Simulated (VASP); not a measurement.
Wanted: the native input for a VASP 6.6.1 run.

| Property | Result |
| --- | --- |
| Task | single point |
| Functional | PBEsol |
| Potentials or basis | VASP PAW PBE potentials, release 64 (Bi_d, Te) |
| Cutoff | 520 eV |
| k mesh | 7 × 7 × 7 |
| Occupations | fermi-dirac, width 0.05 eV |
| Spin | no spin polarisation |
| Ladder | free |
| Further INCAR settings | ALGO = Normal; EDIFF = 1e-07; NBANDS = 32 |

The structure of Bi2Te3 (Tellurobismuthite) lies in POSCAR:

```
Bi2Te3
1.0
    2.1930000000      1.2661291403     10.1656666667
   -2.1930000000      1.2661291403     10.1656666667
    0.0000000000     -2.5322582807     10.1656666667
Bi Te
2 3
Direct
    0.6000000000      0.6000000000      0.6000000000
    0.4000000000      0.4000000000      0.4000000000
    0.7905000000      0.7905000000      0.7905000000
    0.2095000000      0.2095000000      0.2095000000
    0.0000000000      0.0000000000      0.0000000000
```

The input as run:

INCAR

```
SYSTEM = Bi2Te3
ALGO = Normal ; EDIFF = 1E-7
ENCUT = 520 ; GGA = PS
ISIF = 2 ; ISMEAR = -1
KPAR = 2 ; LASPH = .True.
LCHARG = .False. ; LREAL = .False.
LWAVE = .False. ; NBANDS = 32
NELM = 60 ; PREC = Accurate
SIGMA = 0.05
```

KPOINTS

```
k-points
0
Gamma
  7 7 7
  0 0 0
```

Potentials or basis: VASP PAW PBE potentials, release 64 (Bi_d, Te).

Run with:

```bash
$ cat potpaw_PBE.64/Bi_d/POTCAR potpaw_PBE.64/Te/POTCAR > POTCAR
$ mpirun -np 2 vasp_std > vasp.out
```

Results of the run:

The pressure is -0.6 GPa. The largest force is 0.096 eV/Å and the band gap on the k mesh is 0.23 eV, direct.

Caveat: the PAW data sets were made with another functional, which shifts forces and pressure a little; spin-orbit coupling is left out, which as a rule narrows the gap of such compounds by several tenths of an eV; an odd mesh through Γ misses points on the zone boundary, where band edges often lie.

Run time: 7.6 min on 2 MPI ranks on Intel(R) Xeon(R) 6975P-C (Granite Rapids), with other jobs on the host, peak memory 1 GiB a rank.
